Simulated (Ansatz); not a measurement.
# TiO2 (I4/m) in Ansatz: settings compared, part 2 of 2

Ansatz 0.2.0. The steps go on from the part before.

### Step 5. Relaxation of cell and atoms, revPBE+D4

input.yaml

```yaml
crystal:
  lattice:
    - [-4.3507577183, 4.3507577183, 1.8875555959]
    - [4.3507577183, -4.3507577183, 1.8875555959]
    - [4.3507577183, 4.3507577183, -1.8875555959]
  atoms:
    - { symbol: Ti, position: [0.292281705, 0.997144755, 0.28942646] }
    - { symbol: Ti, position: [0.002855245, 0.292281705, 0.29513695] }
    - { symbol: Ti, position: [0.997144755, 0.707718295, 0.70486305] }
    - { symbol: Ti, position: [0.707718295, 0.002855245, 0.71057354] }
    - { symbol: O, position: [0.498863825, 0.849215285, 0.34807911] }
    - { symbol: O, position: [0.16166202, 0.1596026, 0.32126462] }
    - { symbol: O, position: [0.150784715, 0.498863825, 0.64964854] }
    - { symbol: O, position: [0.1596026, 0.83833798, 0.99794058] }
    - { symbol: O, position: [0.8403974, 0.16166202, 0.00205942] }
    - { symbol: O, position: [0.849215285, 0.501136175, 0.35035146] }
    - { symbol: O, position: [0.83833798, 0.8403974, 0.67873538] }
    - { symbol: O, position: [0.501136175, 0.150784715, 0.65192089] }
hamiltonian:
  xc: revpbe
  pseudopotentials: { kind: paw }
  dispersion: d4
kpoints:
  mp_grid: { grid: [8, 8, 8] }
scf:
  occupations: { method: fermi_dirac, width: 0.05 }
output:
  forces: true
  stress: true
  eigenvalues: true
  write_density: true
  write_potential: true
  elf: true
  volumetric_format: npy
relax:
  f_tol: 0.01
  max_steps: 40
  cell: { stress_tol: 0.05 }
```

Potentials or basis: Ansatz PAW.

Started as:

```console
$ ansatz run input.yaml --threads 4 --pin off --max-ram 11264MiB --backend cpu --events-out ev --progress --plain --runs-dir out
```

Standard output:

```text
Warning: RAYON_NUM_THREADS=4 ignored (pool sized by the plan → 4); use --threads N
Engine: ansatz 0.2.0, aarch64-unknown-linux-gnu
Pseudopotentials: kind: paw
Pseudopotential: Ti, paw, valence charge 12, recommended cutoff 420 eV (normal), Ti.paw.azcp
Pseudopotential: O, paw, valence charge 6, recommended cutoff 420 eV (normal), O.paw.azcp
Functional definition: revPBE
  parameter kappa = 1.245
  parameter beta = 0.06672455060314922
  exchange = pbe_x(kappa = kappa, mu = beta*pi^2/3)
  correlation = pbe_c(beta = beta)
Crystal: 12 atoms, lattice volume = 142.919 Å³
Basis set: ecut = 420 eV, 2795 PW (Γ), exchange–correlation on 90×90×90 points (8 copies of the dense FFT grid, shifted against one another)
[... 228 lines left out ...]
--- Relaxed structure (11 steps of the walk, 10 accepted, 2 SCFs on fresh bases) ---
  F+E_penalty+E_count = -14581.46995988 eV   max|allowed force component| = 2.583e-3 eV/Å   (the final SCF, on the basis selected at the relaxed cell)
  cell:  # Å, volume = 143.2197 Å³
    - [-4.380478633469141, 4.380478633469141, 1.865947882185229]
    - [4.380478633469141, -4.380478633469141, 1.865947882185229]
    - [4.380478633469141, 4.380478633469141, -1.865947882185229]
  atoms:
    - { symbol: Ti, position: [0.2895594541907739, 0.9851630078033798, 0.2747224619941535] }
    - { symbol: Ti, position: [0.014836992196620042, 0.28955945419077384, 0.3043964463873939] }
    - { symbol: Ti, position: [0.98516300780338, 0.7104405458092264, 0.6956035536126062] }
    - { symbol: Ti, position: [0.7104405458092263, 0.01483699219662005, 0.7252775380058463] }
    - { symbol: O, position: [0.4927027083721149, 0.8473906660926875, 0.3400933744648024] }
    - { symbol: O, position: [0.16406416760784853, 0.1553119789827989, 0.3193761465906474] }
    - { symbol: O, position: [0.15260933390731238, 0.4927027083721149, 0.6453120422794273] }
    - { symbol: O, position: [0.15531197898279892, 0.8359358323921514, 0.9912478113749501] }
    - { symbol: O, position: [0.8446880210172011, 0.16406416760784853, 0.008752188625049617] }
    - { symbol: O, position: [0.8473906660926875, 0.5072972916278852, 0.35468795772057266] }
    - { symbol: O, position: [0.8359358323921515, 0.8446880210172011, 0.6806238534093525] }
    - { symbol: O, position: [0.5072972916278852, 0.15260933390731238, 0.6599066255351975] }
```

v_z.tsv:

```text
# z_ang	v_es[eV]	v_tot[eV]
# format = ansatz-planar-average/11
# xc	revpbe
# density_cutoff_ev	1680
# datasets	Ti=:simpson_from_first_knot:soft:shift=348934	O=:simpson_from_first_knot:soft:shift=113481
# lattice	-4.380478633	4.380478633	1.865947882
# lattice	4.380478633	-4.380478633	1.865947882
# lattice	4.380478633	4.380478633	-1.865947882
# sites	12
# site	22	4.250492379	-1.843660629	1.865947882
# site	22	2.536818004	0.129986255	0.000000000
# site	22	1.843660629	4.250492379	1.865947882
# site	22	0.129986255	6.224139263	0.000000000
# site	8	3.043474781	-0.063931260	1.865947882
# site	8	1.360681611	1.437359161	-0.000000000
# site	8	4.316547373	1.337003853	0.000000000
# site	8	7.323598105	1.360681611	0.000000000
# site	8	-2.943119472	3.019797023	1.865947882
# site	8	0.063931260	3.043474781	1.865947882
# site	8	3.019797023	2.943119472	1.865947882
# site	8	1.337003853	4.444409894	0.000000000
0.000000	7.889676e0	-1.479305e-1
0.143774	8.137842e0	1.997924e-1
0.287549	8.795859e0	1.080834e0
0.431323	9.634309e0	2.211541e0
0.575098	1.042681e1	3.340146e0
0.718872	1.070761e1	3.864080e0
[... 37 lines left out ...]
6.182300	8.795859e0	1.080834e0
6.326075	8.137842e0	1.997924e-1
```

It took 2.3 min on 4 threads of Arm Neoverse V2, shared host; peak memory 0.88 GiB.

What came out:

| Item | Value |
| --- | --- |
| Free energy | -14581.4700 eV |
| Relaxed volume | 11.93 Å³/atom |
| Relaxed cell | a = 6.470 Å, b = 6.470 Å, c = 6.470 Å, α = 94.77°, β = 94.77°, γ = 146.47° |
| Space group after relaxing (to 0.05 Å) | I4/m (No. 87) |
| Energy gained by relaxing | 2.1 meV/atom |
| Ionic steps | 12 |
| Pressure after relaxing | 0.0 GPa |
| Band gap on the k mesh | 2.20 eV, indirect (least direct gap 2.81 eV) |

Forces on the atoms (eV/Å):
```
Ti   0.001  0.003  0.000
Ti   0.003 -0.001  0.000
Ti  -0.003  0.001  0.000
Ti  -0.001 -0.003  0.000
O    0.000  0.000  0.000
O    0.000  0.002  0.000
O    0.000  0.000  0.000
O   -0.002  0.000  0.000
O    0.002  0.000  0.000
O    0.000  0.000  0.000
O    0.000 -0.002  0.000
O    0.000  0.000  0.000
```

Step by step:
| step | energy change (eV) | largest force (eV/Å) | volume (Å³) |
| --- | --- | --- | --- |
| 1 | 0.0000 | 0.3224 | 142.92 |
| 2 | -0.0082 | 0.1559 | 142.85 |
| 3 | -0.0139 | 0.0180 | 142.81 |
| 4 | -0.0139 | 0.0196 | 142.96 |
| 5 | -0.0148 | 0.0455 | 142.98 |
| 6 | -0.0233 | 0.0126 | 143.18 |
| 7 | -0.0235 | 0.0056 | 143.18 |
| 8 | -0.0254 | 0.0054 | 143.18 |
| 9 | -0.0253 | 0.0115 | 143.22 |
| 10 | -0.0251 | 0.0023 | 143.27 |
| 11 | -0.0253 | 0.0027 | 143.22 |
| 12 | -0.0254 | 0.0027 | 143.22 |

Final structure:
```xyz
12
Lattice="-4.3805 4.3805 1.8659 4.3805 -4.3805 1.8659 4.3805 4.3805 -1.8659" Properties=species:S:1:pos:R:3 pbc="T T T"
Ti    4.2505   -1.8437    1.8659
Ti    2.5368    0.1300    0.0000
Ti    1.8437    4.2505    1.8659
Ti    0.1300    6.2241    0.0000
O     3.0435   -0.0639    1.8659
O     1.3607    1.4374    0.0000
O     4.3165    1.3370    0.0000
O     7.3236    1.3607    0.0000
O    -2.9431    3.0198    1.8659
O     0.0639    3.0435    1.8659
O     3.0198    2.9431    1.8659
O     1.3370    4.4444    0.0000
```

Levels at points of the mesh, in eV from the valence-band top:
| k point | band 44 | band 45 | band 46 | band 47 | band 48 | band 49 | band 50 | band 51 | band 52 | band 53 |
| --- | --- | --- | --- | --- | --- | --- | --- | --- | --- | --- |
| (0.00, 0.00, 0.00) | -1.25 | -0.86 | -0.79 | -0.79 | -0.63 | 2.20 | 3.25 | 3.25 | 3.31 | 3.62 |
| (0.00, 0.00, -0.50) | -1.13 | -1.04 | -0.87 | -0.78 | -0.59 | 2.65 | 2.79 | 3.03 | 3.44 | 3.66 |
| (0.00, -0.50, 0.00) | -0.95 | -0.74 | -0.66 | -0.58 | -0.33 | 3.09 | 3.42 | 3.44 | 3.60 | 3.69 |
| (-0.50, -0.50, -0.50) | -1.15 | -0.95 | -0.92 | -0.92 | 0.00 | 3.03 | 3.03 | 3.18 | 3.21 | 3.25 |

Caveat: the plane-wave basis is chosen anew once the cell has moved, so the energies of steps on either side of that aren't comparable; the pressure holds a Pulay correction of +0.6 GPa for the finite cutoff; the PAW data sets come from PBE, with cores solved anew for the run's functional, which leaves a small shift of forces and pressure. A k mesh can miss the band edges.

### Step 6. Summary

| task | level | U | cell | k mesh | cutoff (eV) | hubbard projectors | double counting | gap on the mesh (eV) | pressure (GPa) | relaxed volume (Å³/atom) | largest force (eV/Å) |
| --- | --- | --- | --- | --- | --- | --- | --- | --- | --- | --- | --- |
| single point | PBE | - | as given | 8 × 8 × 8 | 600 | - | - | 1.64 | 3.2 | - | 0.19 |
| relaxation of cell and atoms | r2SCAN+U | Ti d U = 3 eV | relaxed | 8 × 8 × 8 | 500 | ortho-atomic (the default) | fll (the default) | 2.44 | 0.0 | 11.98 | - |
| single point | PBE | - | strained by +2 % | 6 × 6 × 6 | 420 | - | - | 1.64 | -0.5 | - | 0.23 |
| relaxation of cell and atoms | revPBE+D4 | - | relaxed | 8 × 8 × 8 | 420 | - | - | 2.20 | 0.0 | 11.93 | - |

Alike in all rows: potentials or basis Ansatz PAW; no spin polarisation; smearing fermi-dirac 0.05 eV.

Caveats: the plane-wave basis is chosen anew once the cell has moved, so the energies of steps on either side of that aren't comparable (some runs); the PAW data sets come from PBE, with cores solved anew for the run's functional, which leaves a small shift of forces and pressure (some runs).

Total energies depend on the potentials used, so only differences within one code and one set of settings carry meaning.
